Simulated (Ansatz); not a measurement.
## Straining Na

All numbers below come from DFT PBE, scalar-relativistic, plane waves, PAW in Ansatz. Settings: 420 eV cutoff, 12×12×8 k-mesh, Gaussian smearing of 0.10 eV, no spin polarisation.

The relaxed crystal:

```xyz
2
Lattice="3.7508 0.0000 0.0000 0.0000 3.7508 0.0000 0.0000 0.0000 5.2578" Properties=species:S:1:pos:R:3 pbc="T T T"
Na    0.0000    0.0000    0.0000
Na    1.8754    1.8754    2.6289
```

Deformation: biaxial strain in the a-b plane, with the length and tilt of c and the atoms relaxed, all within the symmetry that the strain leaves. Energies are extrapolated to zero smearing.

| strain (%) | ΔE (meV/atom) | a (Å) | b (Å) | c (Å) |
| --- | --- | --- | --- | --- |
| -6.0 | 6.8 | 3.526 | 3.526 | 5.702 |
| -4.0 | 2.8 | 3.601 | 3.601 | 5.582 |
| -2.0 | 0.9 | 3.676 | 3.676 | 5.426 |
| +0.0 | 0.0 | 3.751 | 3.751 | 5.258 |
| +2.0 | -0.5 | 3.826 | 3.826 | 5.008 |
| +4.0 | -1.0 | 3.901 | 3.901 | 4.897 |
| +6.0 | 0.5 | 3.976 | 3.976 | 4.769 |

(1) Does one stiffness describe the whole range?

## Answers

(1) No: the innermost pair of points gives (1/V) d²E/dε² = 4 GPa and a cubic fit over all points 9 GPa, so terms beyond the third order count over this range. The innermost energies differ by about a meV/atom, within the error of mesh and smearing, so the first value is uncertain.

This fcc form isn't the element's structure at ambient conditions.